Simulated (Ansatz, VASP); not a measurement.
## One calculation of GaP, two programs

```
Ga P
1.0
     0.00000    2.72525    2.72525
     2.72525    0.00000    2.72525
     2.72525    2.72525    0.00000
Ga P
1 1
Direct
  0.00000 0.00000 0.00000
  0.75000 0.75000 0.75000
```

Alike in both runs: functional PBE; k mesh 6 × 6 × 6; occupations fermi-dirac, width 0.05 eV; non-collinear spin, spin-orbit coupling.

```csv
,VASP,Ansatz
version,VASP 6.6.1,Ansatz 0.2.0
potentials or method,"VASP PAW PBE potentials, release 64 (Ga_d, P), cutoff 520 eV","all-electron LAPW, relativistic spinors"
task,single point,band structure
```

|  | VASP | Ansatz | Ansatz less VASP |
| --- | --- | --- | --- |
| gap on the k mesh at the Fermi level (eV) | 1.62 | 1.62 | +0.001 |
| least direct gap on the mesh (eV) | 1.80 | 1.80 | +0.004 |
| pressure (GPa) | 2.4 | 2.5 | +0.10 |
| net moment per atom (μB) | 0.00 | 0.00 | 0.000 |

Ansatz ran all-electron here, so the differences hold the error of VASP's frozen core and of both bases.
